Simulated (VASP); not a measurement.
# Li (Fm-3m) in VASP: a series of runs

One crystal, Li, is run at these levels: PBEsol; tasks: single point.

Program: VASP 6.6.1. These are calculated values, not measurements. Logs are shortened: lines on timing, memory, paths and dates and some standing lists are left out, and cuts for length are marked.

### 1 The structure

Symmetry: Fm-3m, No. 225, cubic system. The conventional cell has a = 4.319 Å, b = 4.319 Å, c = 4.319 Å, α = 90.00°, β = 90.00°, γ = 90.00°. Li (site symmetry m-3m) is surrounded by 12 Li at 3.05 Å.

This isn't the form of Li at room conditions, which is bcc.

### 2 Single point, PBEsol

The input, INCAR:

```
SYSTEM = Li
ALGO     = Fast           ! electronic algorithm
EDIFF    = 1E-6           ! SCF threshold, eV
ENCUT    = 520            ! plane-wave cutoff, eV
GGA      = PS             ! functional
ISIF     = 2              ! what is computed and relaxed
ISMEAR   = -1             ! smearing method
LASPH    = .TRUE.         ! aspherical terms in the spheres
LCHARG   = .FALSE.        ! write CHGCAR
LREAL    = .FALSE.        ! projectors in reciprocal space
LWAVE    = .FALSE.        ! write WAVECAR
NBANDS   = 8              ! bands
NELM     = 100            ! most SCF steps
PREC     = Accurate       ! precision mode
SIGMA    = 0.1            ! smearing width, eV
```

The input, KPOINTS:

```
k-points
0
G
  21 21 21
  0 0 0
```

The input, POSCAR:

```
Li
1.0
    0.0000000000      2.1596429424      2.1596429424
    2.1596429424      0.0000000000      2.1596429424
    2.1596429424      2.1596429424      0.0000000000
Li
1
Direct
    0.0000000000      0.0000000000      0.0000000000
```

Potentials or basis: VASP PAW PBE potentials, release 64 (Li_sv).

Started as:

```bash
$ cat potpaw_PBE.64/Li_sv/POTCAR > POTCAR
$ mpirun -np 1 vasp_std > vasp.out
```

OUTCAR:

```text
SYSTEM = Li
   EDIFF = 1E-6
   ENCUT = 520
   GGA = PS
   ISIF = 2
   ISMEAR = -1
   LASPH = .TRUE.
   LREAL = .FALSE.
   NELM = 100
   PREC = Accurate

 ion  position               nearest neighbor table
   1  0.000  0.000  0.000-

  LATTYP: Found a face centered cubic cell.
 ALAT       =     4.3192858848

  Lattice vectors:

 A1 = (   0.0000000000,   2.1596429424,   2.1596429424)
 A2 = (   2.1596429424,   0.0000000000,   2.1596429424)
 A3 = (   2.1596429424,   2.1596429424,   0.0000000000)

Analysis of symmetry for initial positions (statically):
=====================================================================
 Subroutine PRICEL returns:
 Original cell was already a primitive cell.

 Routine SETGRP: Setting up the symmetry group for a
 face centered cubic supercell.

 Subroutine GETGRP returns: Found 48 space group operations
 (whereof 48 operations were pure point group operations)
 out of a pool of 48 trial point group operations.

The static configuration has the point symmetry O_h .

Analysis of symmetry for dynamics (positions and initial velocities):
=====================================================================
 Subroutine PRICEL returns:
 Original cell was already a primitive cell.

 Routine SETGRP: Setting up the symmetry group for a
 face centered cubic supercell.

 Subroutine GETGRP returns: Found 48 space group operations
 (whereof 48 operations were pure point group operations)
 out of a pool of 48 trial point group operations.

The dynamic configuration has the point symmetry O_h .

 Subroutine INISYM returns: Found 48 space group operations
 (whereof 48 operations are pure point group operations),
 and found     1 'primitive' translations

----------------------------------------------------------------------------------------

                                     Primitive cell

  volume of cell :      20.1454

  direct lattice vectors                    reciprocal lattice vectors
     0.000000000  2.159642942  2.159642942    -0.231519753  0.231519753  0.231519753
     2.159642942  0.000000000  2.159642942     0.231519753 -0.231519753  0.231519753
     2.159642942  2.159642942  0.000000000     0.231519753  0.231519753 -0.231519753

  length of vectors
     3.054196339  3.054196339  3.054196339     0.401003975  0.401003975  0.401003975

  position of ions in fractional coordinates (direct lattice)
     0.000000000  0.000000000  0.000000000

  ion indices of the primitive-cell ions
   primitive index   ion index
                 1           1

----------------------------------------------------------------------------------------

 KPOINTS: k-points

Automatic generation of k-mesh.
 Grid dimensions read from file:
 generate k-points for:   21   21   21

 Generating k-lattice:

  Cartesian coordinates                     Fractional coordinates (reciprocal lattice)
    -0.011024750  0.011024750  0.011024750     0.047619048  0.000000000  0.000000000
     0.011024750 -0.011024750  0.011024750     0.000000000  0.047619048  0.000000000
     0.011024750  0.011024750 -0.011024750     0.000000000  0.000000000  0.047619048

  Length of vectors
     0.019095427  0.019095427  0.019095427

  Shift w.r.t. Gamma in fractional coordinates (k-lattice)
     0.000000000  0.000000000  0.000000000

 Subroutine IBZKPT returns following result:
 ===========================================

 Found    286 irreducible k-points:

 Following reciprocal coordinates:
            Coordinates               Weight
  0.000000  0.000000  0.000000      1.000000
  0.047619  0.000000  0.000000      8.000000
  0.095238  0.000000  0.000000      8.000000
  0.142857  0.000000  0.000000      8.000000
  0.190476  0.000000  0.000000      8.000000
  0.238095  0.000000  0.000000      8.000000
[... 16 lines left out ...]
 -0.428571  0.047619  0.000000     24.000000
 -0.380952  0.047619  0.000000     24.000000
 [... further k-points ...]
   k-points           NKPTS =    286   k-points in BZ     NKDIM =    286   number of bands    NBANDS=      8
   number of dos      NEDOS =    301   number of ions     NIONS =      1
   total plane-waves  NPLWV =  13824
   dimension x,y,z NGX =    24 NGY =   24 NGZ =   24
   dimension x,y,z NGXF=    48 NGYF=   48 NGZF=   48
   ions per type =               1
   NGX,Y,Z   is equivalent  to a cutoff of  13.06, 13.06, 13.06 a.u.
   NGXF,Y,Z  is equivalent  to a cutoff of  26.13, 26.13, 26.13 a.u.
 SYSTEM =  Li
   PREC   = accura    normal or accurate (medium, high low for compatibility)
   ISTART =      0    job   : 0-new  1-cont  2-samecut
   ICHARG =      2    charge: 1-file 2-atom 10-const
   ISPIN  =      1    spin polarized calculation?
   LNONCOLLINEAR =      F non collinear calculations
   LSORBIT =      F    spin-orbit coupling
   LASPH  =      T    aspherical Exc in radial PAW
   ENCUT  =  520.0 eV  38.22 Ry    6.18 a.u.   5.68  5.68  5.68*2*pi/ulx,y,z
   NELM   =    100;   NELMIN=  2; NELMDL= -5     # of ELM steps
   EDIFF  = 0.1E-05   stopping-criterion for ELM
   LREAL  =      F    real-space projection
   EDIFFG = 0.1E-04   stopping-criterion for IOM
   NSW    =      0    number of steps for IOM
   IBRION =     -1    ionic relax: 0-MD 1-quasi-New 2-CG
   NFREE  =      0    steps in history (QN), initial steepest desc. (CG)
   ISIF   =      2    stress and relaxation
   ISYM   =      2    0-nonsym 1-usesym 2-fastsym
   POTIM  = 0.5000    time-step for ionic-motion
   TEBEG  =    0.0;   TEEND  =   0.0 temperature during run
   PSTRESS=    0.0 pullay stress
   NELECT =       3.0000    total number of electrons
   NUPDOWN=      -1.0000    fix difference up-down
   EMIN   =  10.00;   EMAX   =-10.00  energy-range for DOS
   EFERMI =   0.00;   METHOD = LEGACY
   ISMEAR =    -1;   SIGMA  =   0.10  broadening in eV -4-tet -1-fermi 0-gaus
   EFERMI_NEDOS =   21; number of points for ismear=-14 and -15
   IALGO  =     68    algorithm
   IMIX   =      4    mixing-type and parameters
     AMIX     =   0.40;   BMIX     =  1.00
     AMIX_MAG =   1.60;   BMIX_MAG =  1.00
  volume/ion in A,a.u.               =      20.15       135.95
  Fermi-wavevector in a.u.,A,eV,Ry     =   0.867741  1.639792 10.244832  0.752974
  Thomas-Fermi vector in A             =   1.986318
   LORBIT       =      0    0 simple, 1 ext, 2 COOP (PROOUT), +10 PAW based schemes
   GGA     = PS    functional components
   LHFCALC =     F    Hartree Fock is set to
   AEXX    =    0.0000 exact exchange contribution
   IVDW    =     0    specifies the selected vdW correction
   LEPSILON=     F    determine dielectric tensor
   LRPA    =     F    only Hartree local field effects (RPA)
 non-spin polarized calculation
 RMM-DIIS sequential band-by-band and
  energy-cutoff  :      520.00
  volume of cell :       20.15
 maximum number of plane-waves:       556
   NGX = 11   NGY = 11   NGZ = 11

 number of electron       2.9999995 magnetization

 Free energy of the ion-electron system (eV)
  ---------------------------------------------------
  ext. energy  EPLUGINS =         0.00000000
  ---------------------------------------------------
  free energy    TOTEN  =        -1.97555003 eV

  energy without entropy =       -1.95931900  energy(sigma->0) =       -1.96743451

 E-fermi :   0.6325     XC(G=0):  -7.0328

 val. band max:        0.6304566875   @ k =  -0.3810   0.1429   0.0476
 cond. band min:       0.6344972554   @ k =  -0.1905   0.3333   0.1429
 fundamental gap:      0.0040405679
 Fermi energy:         0.6325404399

 k-point     1 :       0.0000    0.0000    0.0000
  band No.  band energies     occupation
      1     -45.2624      2.00000
      2      -2.9191      2.00000
      3      15.0794      0.00000
      4      15.0794      0.00000
      5      15.0795      0.00000
      6      18.9337      0.00000
      7      18.9337      0.00000
      8      18.9337      0.00000

 k-point     2 :       0.0476    0.0000    0.0000
  band No.  band energies     occupation
      1     -45.2619      2.00000
      2      -2.8784      2.00000
      3      14.6053      0.00000
      4      14.9802      0.00000
      5      14.9802      0.00000
      6      18.3889      0.00000
      7      19.1068      0.00000
      8      19.1068      0.00000

 k-point     3 :       0.0952    0.0000    0.0000
  band No.  band energies     occupation
      1     -45.2607      2.00000
      2      -2.7566      2.00000
      3      13.4263      0.00000
      4      14.7333      0.00000
      5      14.7333      0.00000
      6      18.1447      0.00000
      7      19.5488      0.00000
      8      19.5488      0.00000

 k-point     4 :       0.1429    0.0000    0.0000
  band No.  band energies     occupation
      1     -45.2587      2.00000
      2      -2.5538      2.00000
      3      11.9712      0.00000
      4      14.4294      0.00000
      5      14.4295      0.00000
      6      18.2210      0.00000
      7      20.0308      0.00000
      8      20.0309      0.00000

 k-point     5 :       0.1905    0.0000    0.0000
  band No.  band energies     occupation
      1     -45.2563      2.00000
      2      -2.2704      2.00000
      3      10.4705      0.00000
      4      14.1325      0.00000
      5      14.1325      0.00000
      6      18.4320      0.00000
      7      20.0807      0.00000
      8      20.0808      0.00000
[... 177 lines left out ...]
 k-point    22 :      -0.4762    0.0476    0.0000
  band No.  band energies     occupation
      1     -45.2428      2.00000
      2       0.6640      0.84400
      3       3.6221      0.00000
      4      13.0491      0.00000
      5      13.1765      0.00000
      6      16.3723      0.00000
      7      17.5377      0.00000
      8      19.1778      0.00000

 k-point    23 :      -0.4286    0.0476    0.0000
  band No.  band energies     occupation
      1     -45.2433      2.00000
      2       0.3631      1.87336
      3       4.0524      0.00000
      4      12.9028      0.00000
      5      13.3676      0.00000
      6      16.5925      0.00000
      7      17.4774      0.00000
      8      19.3002      0.00000

 k-point    24 :      -0.3810    0.0476    0.0000
  band No.  band energies     occupation
      1     -45.2447      2.00000
      2      -0.1690      1.99934
      3       4.9072      0.00000
      4      12.8165      0.00000
      5      13.5859      0.00000
      6      16.9298      0.00000
      7      17.5882      0.00000
      8      19.5255      0.00000

 [... further k-points ...]

------------------------ aborting loop because EDIFF is reached ----------------------------------------

  FORCE on cell =-STRESS in cart. coord.  units (eV):
  Direction    XX          YY          ZZ          XY          YZ          ZX
  --------------------------------------------------------------------------------------
  -------------------------------------------------------------------------------------
  Total       -0.0024970     -0.0024970     -0.0024970      0.0000000     -0.0000000     -0.0000000
  in kB       -0.1985851     -0.1985851     -0.1985851      0.0000000     -0.0000000     -0.0000000
  external PRESSURE =      -0.1985851 kB  Pullay stress =       0.0000000 kB

 VOLUME and BASIS-vectors are now :
 -----------------------------------------------------------------------------
  energy-cutoff  :      520.00
  volume of cell :       20.15
      direct lattice vectors                 reciprocal lattice vectors
     0.000000000  2.159642942  2.159642942    -0.231519753  0.231519753  0.231519753
     2.159642942  0.000000000  2.159642942     0.231519753 -0.231519753  0.231519753
     2.159642942  2.159642942  0.000000000     0.231519753  0.231519753 -0.231519753

 POSITION                                       TOTAL-FORCE (eV/Angst)
 -----------------------------------------------------------------------------------
      0.00000      0.00000      0.00000         0.000000      0.000000      0.000000
 -----------------------------------------------------------------------------------
    total drift:                                0.000000      0.000000     -0.000000

  FREE ENERGIE OF THE ION-ELECTRON SYSTEM (eV)
  ---------------------------------------------------
  free  energy   TOTEN  =        -1.9755500261 eV

  energy  without entropy=       -1.9593189994  energy(sigma->0) =       -1.96743451
```

Wall time 38 s (1 thread of Intel Xeon Platinum 8259CL at 2.50GHz (Skylake/Cascade Lake), shared host); peak memory 0.15 GiB.

Results:

```yaml
Free_energy: -1.9756 eV
Band_gap_on_the_k_mesh: none (metal or under the smearing width)
```

Levels at points of the mesh, in eV from the Fermi level:
| k point | band 1 | band 2 | band 3 | band 4 | band 5 | band 6 | band 7 |
| --- | --- | --- | --- | --- | --- | --- | --- |
| (0.00, 0.00, 0.00) | -45.89 | -3.55 | 14.45 | 14.45 | 14.45 | 18.30 | 18.30 |

Caveat: the cutoff is under 1.25 times the usual one of these potentials, so pressure, stress and relaxed cells hold a basis-set (Pulay) error; the PAW data sets were made with another functional, which shifts forces and pressure a little.

(Continued in part 2 of 2.)
